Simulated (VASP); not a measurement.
A run of VASP 6.6.1 is set up as follows.

The input INCAR:

```
SYSTEM = Ca
PREC = Accurate
ENCUT = 520
EDIFF = 1E-7
ISMEAR = 0
SIGMA = 0.15
LREAL = .False.
LASPH = .True.
NELM = 100
ALGO = Fast
ISIF = 2
LWAVE = .False.
LCHARG = .False.
GGA = PE
NBANDS = 17
```

File KPOINTS:

```
Automatic mesh
0
Gamma
  15 15 8
  0 0 0
```

Contents of POSCAR:

```
Ca
1.0
    3.7453229438      0.0000000000      0.0000000000
   -1.8726614719      3.2435448147      0.0000000000
    0.0000000000      0.0000000000      7.3626658900
Ca
2
Direct
    0.3333333333      0.6666666667      0.2500000000
    0.6666666667      0.3333333333      0.7500000000
```

Potentials or basis: VASP PAW PBE potentials, release 64 (Ca_sv).

The run is started by

```console
$ cat potpaw_PBE.64/Ca_sv/POTCAR > POTCAR
$ mpirun -np 1 vasp_std > vasp.out
```

Problem. Predict the band gap on the k mesh.

Solution. None (metal or under the smearing width).

Problem. Predict the pressure.

Solution. -0.3 GPa.

Stress tensor (GPa, compression positive):
```
 1.58  0.00  0.00
 0.00  1.58  0.00
 0.00  0.00 -4.21
```
